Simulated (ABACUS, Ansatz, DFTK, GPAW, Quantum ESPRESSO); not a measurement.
**KTaO3: equilibrium volume by level of theory**

```
CELL_PARAMETERS angstrom
3.98830 0.00000 0.00000
0.00000 3.98830 0.00000
0.00000 0.00000 3.98830
ATOMIC_POSITIONS crystal
Ta 0.00000 0.00000 0.00000
K 0.50000 0.50000 0.50000
O 0.00000 0.00000 0.50000
O 0.00000 0.50000 0.00000
O 0.50000 0.00000 0.00000
```

```tsv
rung	level	program and potentials	cutoff (eV)	k mesh	smearing	core time	chip	equilibrium volume (Å³/atom)	miss	notes
GGA	PBEsol	ABACUS, PseudoDojo NC SR 0.4.1 PBEsol standard, plane waves	1143	7 × 7 × 7	fermi-dirac 0.05	2.8 min	AMD EPYC 9R45 Zen 5	12.58	-0.9 %	-
GGA + dispersion	PBE+D4	GPAW, GPAW PAW data sets (gpaw-data 1.2.1)	800	6 × 6 × 6	fermi-dirac 0.05	3 min	Intel Xeon 6975P-C Granite Rapids	12.96	+2.1 %	-
non-local van der Waals functional	BEEF-vdW	GPAW, GPAW PAW data sets (gpaw-data 1.2.1)	800	6 × 6 × 6	fermi-dirac 0.05	3 min	Intel Xeon 6975P-C Granite Rapids	13.23	+4.3 %	potentials made for PBE
GGA	PBEsol	ABACUS, PseudoDojo NC SR 0.4 PBEsol stringent, plane waves	1796	6 × 6 × 6	fermi-dirac 0.05	4.5 min	AMD EPYC 9R45 Zen 5	12.63	-0.5 %	fit through 4 volumes
GGA	PBEsol	GPAW, PAW data sets generated for this functional	800	7 × 7 × 7	fermi-dirac 0.05	5.1 min	Arm Neoverse V2	(a)	?	-
GGA	PBE	Ansatz, all-electron LAPW, scalar-relativistic	-	7 × 7 × 7	fermi-dirac 0.05	5.1 min	Intel Xeon	13.04	+2.8 %	-
GGA + dispersion	revPBE+D3(BJ)	GPAW, the program's PAW data sets (release 1.2.1) made for this functional	800	6 × 6 × 6	fermi-dirac 0.05	5.6 min	Arm Neoverse V1	12.96	+2.1 %	-
LDA	LDA	Quantum ESPRESSO, GBRV 1.5 LDA	762	7 × 7 × 7	fermi-dirac 0.05	6.8 min	Arm Neoverse V2	12.39	-2.4 %	-
GGA	PBE	GPAW, GPAW PAW data sets (gpaw-data 1.2.1)	800	7 × 7 × 7	fermi-dirac 0.05	8.4 min	Arm Neoverse N1	(b)	?	-
GGA	PBE	Quantum ESPRESSO, SSSP 1.3 efficiency PBE	816	7 × 7 × 7	fermi-dirac 0.05	9.4 min	Intel Xeon	13.04	+2.8 %	-
LDA	LDA	GPAW, the program's PAW data sets (release 1.2.1) made for this functional	800	7 × 7 × 7	fermi-dirac 0.05	9.6 min	Intel Xeon Skylake/Cascade Lake	(c)	?	-
GGA	PBEsol	DFTK, PseudoDojo SR PBEsol 0.4.1 standard (PBEsol)	1143	7 × 7 × 7	fermi-dirac 0.05	32 min	Intel Xeon Platinum 8259CL Skylake/Cascade Lake	12.58	-0.9 %	-
```

Times are single runs on shared hosts and different chips, so they are rough; meshes, cutoffs and the tasks' sizes weigh on the time. Task: equation of state. All rows: no spin polarisation. Smearing widths are in eV. Meshes differ between rows, which moves values too. Meshes are those of the run's cell of 5 atoms unless a note names another. Misses use the values as printed. Runs on faulty files, with rough fits or with known faults for this quantity aren't shown. No row holds spin-orbit coupling.

Measured: 12.69 Å³/atom (a printed reference work). The runs are for a static lattice.

Task: Estimate the values left out from the other rows.

Result: (a) 12.69 Å³/atom, miss +0.0 %; (b) 13.09 Å³/atom, miss +3.2 %; (c) 12.30 Å³/atom, miss -3.1 %.
